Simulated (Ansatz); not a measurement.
## One structure, 3 elements: AlN, AlP, AlAs

Plane-wave DFT in Ansatz with scalar-relativistic PAW potentials, cutoff 420 eV, Γ-centred meshes chosen by cell and gap, Gaussian smearing with energies taken to zero width. Every cell was relaxed (cell and atoms) in a run of its own, within the symmetry of its start. Functional: PBE+D3(BJ).

All members share space group F-43m and the same sites; only the element on one set of sites changes (N, P, As). Members needn't be the stable form of their composition. Energies over the elements, where given, are against the elements' standard states in the same functional (H₂, N₂, O₂ and halogens uncorrected, Hg as a solid). The first member:

Space group F-43m (No. 216). a = 4.372 Å, b = 4.372 Å, c = 4.372 Å, α = 90.00°, β = 90.00°, γ = 90.00°
```csv
atom,site,symmetry,x,y,z
Al,4a,-43m,0.0000,0.0000,0.0000
N,4c,-43m,0.2500,0.2500,0.2500
```

| compound | V (Å³/atom) | a (Å) | gap on mesh (eV) |
| --- | --- | --- | --- |
| AlN | 10.45 | 4.372 | 3.32 |
| AlAs | 22.72 | 5.664 | 1.45 |

Task: Predict the member with P.

Result: V (Å³/atom) 20.26, a (Å) 5.452, gap on mesh (eV) 1.57. Interpolating linearly in period between N and As would give 16.58 Å³/atom (18.1 % too small) and a gap of 2.39 eV. Over the whole series the volume grows at each step down the group; the gap narrows. The p levels of the anion rise down the group and lift the valence band, the usual cause of such narrowing.